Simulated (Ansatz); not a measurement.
# Two-dimensional strain map in CaO

Theory: Ansatz 0.2.0, DFT PBE, scalar-relativistic, plane waves, PAW. The runs took a 420 eV cutoff, a Γ-centred 9×9×6 mesh and Gaussian smearing (0.05 eV). No spin polarisation. Energies are free energies at this smearing, counted from the undisturbed cell; pressure is positive in compression.

Zero of the scan (as given, not relaxed at this level; it stands at 1.0 GPa; this form isn't the usual structure):

```
Ca O
1.0
     3.99198    0.00000    0.00000
    -1.99599    3.45715    0.00000
     0.00000    0.00000    4.78484
Ca O
2 2
Cartesian
  0.0000 2.3048 3.5886
  1.9960 1.1524 1.1962
  0.0000 2.3048 1.1962
  1.9960 1.1524 3.5886
```

The cell is strained by p along both x and y and by q along z, fractional coordinates fixed. Points are written (p, q).

Energy above the undisturbed cell in meV/atom (a dash: not computed):

| p \ q | -0.030 | -0.015 | 0.000 | 0.015 | 0.030 |
| --- | --- | --- | --- | --- | --- |
| -0.030 | 50.3 | 35.8 | 26.9 | ? | 22.2 |
| -0.015 | 26.4 | 14.3 | 7.8 | 5.7 | 7.5 |
| 0.000 | 13.8 | ? | 0.0 | 0.2 | ? |
| 0.015 | 11.0 | 3.8 | 1.9 | 4.3 | 10.4 |
| 0.030 | 16.4 | 11.5 | ? | 16.5 | 24.8 |

Fill in the withheld energies.

(-0.030, 0.015): 22.7; (0.000, -0.015): 4.2; (0.000, 0.030): 4.1; (0.030, 0.000): 11.9.